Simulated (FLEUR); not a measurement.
# WC in FLEUR: convergence with muffin-tin radii scaled

Input of the first run (muffin-tin radii scaled 0.75); the others differ in this setting and in those tied to it:

inp.xml

```xml
<?xml version="1.0" encoding="UTF-8" standalone="no"?>
<fleurInput fleurInputVersion="0.39">
   <comment>
      WC                                                                                                  
   </comment>
   <calculationSetup>
      <cutoffs Kmax="5.18" Gmax="16.1" GmaxXC="16.1" numbands="0"/>
      <scfLoop itmax="60" minDistance="0.00001" maxIterBroyd="15" imix="Anderson" alpha="0.05" precondParam="0.0" spinf="2.0" sdNocoIR="T"/>
      <coreElectrons ctail="T" frcor="F" kcrel="0" coretail_lmax="0"/>
      <xcFunctional name="PBEs" relativisticCorrections="F"/>
      <magnetism jspins="1"/>
      <soc l_soc="F" theta="0.0" phi="0.0" spav="F"/>
      <expertModes spex="0" secvar="F"/>
      <geometryOptimization l_f="T" forcealpha="1.0" forcemix="BFGS" epsdisp="0.0005" epsforce="0.0002"/>
      <ldaU l_linMix="F" mixParam="0.05" spinf="1.0"/>
   </calculationSetup>
   <cell>
      <bzIntegration valenceElectrons="32.0" mode="hist" fermiSmearingEnergy="0.00183747">
         <kPointListSelection listName="default-1"/>
         <!-- k-points included here -->
         <xi:include xmlns:xi="http://www.w3.org/2001/XInclude" href="kpts.xml"> </xi:include>
      </bzIntegration>
      <!-- symmetry operations included here -->
      <xi:include xmlns:xi="http://www.w3.org/2001/XInclude" href="sym.xml"> </xi:include>
      <bulkLattice scale="1.0">
         <bravaisMatrix>
            <row-1>    0.0000000000000000     4.1435722377924256     4.1435722377924256</row-1>
            <row-2>    4.1435722377924256     0.0000000000000000     4.1435722377924256</row-2>
            <row-3>    4.1435722377924256     4.1435722377924256     0.0000000000000000</row-3>
         </bravaisMatrix>
      </bulkLattice>
   </cell>
   <atomSpecies>
      <species name="Tungsten (W)" element="W" atomicNumber="74">
         <mtSphere radius="1.68" gridPoints="747" logIncrement="0.018"/>
         <atomicCutoffs lmax="9" lnonsphr="9"/>
         <electronConfig flipSpins="F">
            <coreConfig>(1s1/2) (2s1/2) (2p1/2) (2p3/2) (3s1/2) (3p1/2) (3p3/2) (4s1/2) (3d3/2) (3d5/2) (4p1/2) (4p3/2) (4d3/2) (4d5/2)</coreConfig>
            <valenceConfig>(5s1/2) (5p1/2) (5p3/2) (6s1/2) (4f5/2) (4f7/2) (5d3/2) (5d5/2)</valenceConfig>
            <stateOccupation state="(5d3/2)" spinUp="0.800000" spinDown="0.800000"/>
            <stateOccupation state="(5d5/2)" spinUp="1.200000" spinDown="1.200000"/>
         </electronConfig>
         <energyParameters s="6" p="6" d="5" f="4"/>
         <lo type="SCLO" l="0" n="5" eDeriv="0"/>
         <lo type="SCLO" l="1" n="5" eDeriv="0"/>
         <lo type="SCLO" l="2" n="5" eDeriv="2"/>
         <lo type="SCLO" l="3" n="4" eDeriv="2"/>
      </species>
      <species name="Carbon (C)" element="C" atomicNumber="6">
         <mtSphere radius="1.042" gridPoints="463" logIncrement="0.022"/>
         <atomicCutoffs lmax="8" lnonsphr="8"/>
         <electronConfig flipSpins="F">
            <coreConfig>(1s1/2)</coreConfig>
            <valenceConfig>(2s1/2) (2p1/2) (2p3/2)</valenceConfig>
            <stateOccupation state="(2p1/2)" spinUp="0.333333" spinDown="0.333333"/>
            <stateOccupation state="(2p3/2)" spinUp="0.666667" spinDown="0.666667"/>
         </electronConfig>
         <energyParameters s="2" p="2" d="3" f="4"/>
         <lo type="SCLO" l="0" n="2" eDeriv="2"/>
         <lo type="SCLO" l="1" n="2" eDeriv="2"/>
         <lo type="SCLO" l="2" n="3" eDeriv="2"/>
      </species>
   </atomSpecies>
   <atomGroups>
      <atomGroup species="Tungsten (W)">
         <relPos label="                   1">-.0174180000 -.0048180000 .0027980000</relPos>
         <force calculate="T" relaxXYZ="TTT"/>
      </atomGroup>
      <atomGroup species="Carbon (C)">
         <relPos label="                   2">-.4825540000 -.4940560000 .4867750000</relPos>
         <force calculate="T" relaxXYZ="TTT"/>
      </atomGroup>
   </atomGroups>
   <output dos="F" band="F" slice="F">
      <checks vchk="F" cdinf="F"/>
      <bandDOS minEnergy="-.5*Htr" maxEnergy="0.5*Htr" sigma="0.015" storeEVData="T"/>
      <vacuumDOS vacdos="F" integ="F" star="F" nstars="0" locx1="0.0" locy1="0.0" locx2="0.0" locy2="0.0" nstm="0" tworkf="0.0"/>
      <unfoldingBand unfoldBand="F" supercellX="1" supercellY="1" supercellZ="1"/>
      <plotting iplot="0" polar="F">
         <plot TwoD="T" vec1="  1.0  0.0  0.0" vec2="  0.0  1.0  0.0" vec3="  0.0  0.0  1.0" zero="  0.0  0.0  0.0" file="plot"/>
      </plotting>
      <chargeDensitySlicing numkpt="0" minEigenval="0.0" maxEigenval="0.0" nnne="0" pallst="F"/>
      <specialOutput eonly="F"/>
      <moessbauerParams electricFieldGradient="T" isomerShift="T" coreHyperfine="T" valenceHyperfine="T"/>
      <magneticCircularDichroism mcd="F" energyLo="-10.0" energyUp="0.0"/>
   </output>
  <!-- We include the file relax.xml here to enable relaxations (see documentation) -->
  <xi:include xmlns:xi="http://www.w3.org/2001/XInclude" href="relax.xml"> <xi:fallback/> </xi:include>
</fleurInput>
```

Contents of crystal.txt:

```
WC
&input cartesian=F /
0.0000000000  2.1926840000  2.1926840000
2.1926840000  0.0000000000  2.1926840000
2.1926840000  2.1926840000  0.0000000000
1.8897261246
1.0 1.0 1.0

2
74 -0.0174180000  -0.0048180000  0.0027980000
6 0.5174460000  0.5059440000  0.4867750000

&kpt div1=4 div2=4 div3=4 gamma=T /
```

Potentials or basis: all-electron, FLAPW.

Command:

```bash
$ inpgen -f crystal.txt -profile fastHighL
$ # inp.xml edited to the form shown
$ fleur_MPI
```

The cell isn't the ideal one: atoms moved at random.

The cell comes from a database or a generator and needn't be the stable form of this composition.

Hardware: 1 thread of Arm Neoverse V2 (shared host).

Task: The values tried are 0.75, 0.8, 0.85, 0.9, 0.95, 1, loosest first. From which on does the largest force stay within 0.005 eV/Å of the tightest run that finished?

Result: From 0.85 on.

| muffin-tin radii scaled | energy less the tightest run, at zero smearing (meV/atom) | largest force (eV/Å) | SCF cycles | CPU time (s) | peak memory (GiB) |
| --- | --- | --- | --- | --- | --- |
| 0.75 | 417.72 | 0.955 | 20 | 130 | 0.15 |
| 0.8 | 147.43 | 0.947 | 20 | 130 | 0.15 |
| 0.85 | 52.21 | 0.943 | 20 | 120 | 0.15 |
| 0.9 | 17.59 | 0.941 | 20 | 130 | 0.15 |
| 0.95 | 4.74 | 0.940 | 20 | 120 | 0.15 |
| 1 | 0.00 | 0.939 | 20 | 120 | 0.15 |

Not settled before the last step: the energy (to 1 meV/atom). The tightest run that finished is the yardstick and may itself not be fully converged.

Caveat, for the tightest run too: the k mesh is coarse (spacing up to 0.62 Å⁻¹), so the values aren't converged. The run has no spin-orbit coupling, so splittings on W are missing.
